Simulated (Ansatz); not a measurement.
A (111) slab of TiC (Fm-3m (No. 225)), 9 planes, outer planes Ti (top) and Ti (bottom), with 9 atoms (Ti5C4) in a surface cell of A = 7.982 Å², as cut from the bulk:

```
CELL_PARAMETERS angstrom
3.03587 0.00000 0.00000
-1.51794 2.62914 0.00000
0.00000 0.00000 24.91512
ATOMIC_POSITIONS crystal
Ti 0.66667 0.33333 0.30102
C 0.00000 0.00000 0.35077
Ti 0.33333 0.66667 0.40051
C 0.66667 0.33333 0.45026
Ti 0.00000 0.00000 0.50000
C 0.33333 0.66667 0.54974
Ti 0.66667 0.33333 0.59949
C 0.00000 0.00000 0.64923
Ti 0.33333 0.66667 0.69898
```

These are results of Ansatz 0.2.0, DFT PBEsol, scalar-relativistic, plane waves, PAW, not measurements. Plane waves to 420 eV, a k mesh through Γ of 12×12×1 on the computed 9-atom cell and Gaussian smearing (0.10 eV); no spin polarisation.

The relaxed slab holds 4 formula units of TiC and 1 further Ti. Against those formula units in the bulk and the further Ti in its standard state it lies 1.638 eV higher. The formation energy of TiC from the standard states is -1.832 eV a formula unit (uncorrected, no zero-point or thermal terms).

(1) Over what range can the chemical potential of Ti vary, and what is the surface energy at both ends?

(2) How does its energy depend on growth conditions?

## Answers

(1) In contact with the bulk, μ(Ti) + μ(C) is fixed. With Δμ counted from the standard states, Δμ(Ti) ≤ 0 keeps elemental Ti from forming, and Δμ(C) ≤ 0 requires Δμ(Ti) ≥ ΔH = -1.832 eV. Other compounds of Ti and C can narrow this range. Then γ, the mean of both faces, = [1.638 eV − 1.00·Δμ(Ti)]/(2A). At the Ti-rich end (Δμ = 0): 1.638/(2 × 7.982) × 16.02 = 1.64 J/m². At the Ti-poor end: (1.638 + 1.832)/(2 × 7.982) × 16.02 = 3.48 J/m².

(2) It carries an excess of Ti, so its energy falls by 1.00 J/m² for each eV that μ(Ti) rises: Ti-rich conditions lower it; whether it appears depends on the other terminations.